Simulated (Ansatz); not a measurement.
Runs of Ansatz 0.2.0 on Br. The structure is orthorhombic, space group Cmce (No. 64). Conventional cell: a = 6.726 Å, b = 4.645 Å, c = 8.702 Å, α = 90.00°, β = 90.00°, γ = 90.00°. Around Br (site symmetry m) lie 1 Br at 2.29 Å. 

```csv
task,level,cutoff (eV),basis error allowed,gap on the mesh (eV),pressure (GPa),largest force (eV/Å)
band structure,PBE,319,0.002 eV/atom,1.91,1.8,0.87
single point,PBE,348,0.001 eV/atom,1.91,1.8,0.87
single point,PBEsol,348,0.001 eV/atom,1.85,0.1,(b)
band structure,LDA,319,0.002 eV/atom,1.76,(a),0.69
```

Alike in all rows: potentials or basis all-electron LAPW, scalar-relativistic; no spin polarisation; cell as given; k mesh 7 × 7 × 3; smearing fermi-dirac 0.05 eV.

Task: Fill in the values left out.

Result: (a) -1.2; (b) 0.72.

Caveats: an odd mesh through Γ misses points on the zone boundary, where band edges often lie (some runs).

A k mesh can miss the band edges, and the runs leave out spin-orbit coupling on Br.

Not every run made on this cell is shown here.
